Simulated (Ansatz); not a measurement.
Te:

```
Te
1.0
     2.30590    1.33131    1.69095
    -2.30590    1.33131    1.69095
     0.00000   -2.66263    1.69095
Te
1
Direct
  0.50000 0.50000 0.50000
```

This isn't the form of Te at room conditions, which is trigonal, of chains.

Base run:

| Item | Value |
| --- | --- |
| Program | Ansatz 0.2.0 |
| Functional | PBEsol |
| Potentials or basis | all-electron LAPW, non-relativistic |
| Cutoff | 178 eV |
| Density cutoff | 713 eV |
| Basis error allowed | 0.001 eV/atom |
| k mesh | 9 × 9 × 9 |
| Occupations | fermi-dirac, width 0.05 eV |
| Spin | no spin polarisation |

Its results: pressure 0.7 GPa.

Q: The run is repeated on the same cell with these changes: potentials or basis from all-electron LAPW, non-relativistic to all-electron LAPW, inner shells corrected to Dirac's equation. What comes out?

A: Pressure -0.1 GPa.

Caveats: relativity is left out, which matters for the heavier elements (some runs).

Not every run made on this cell is shown here.
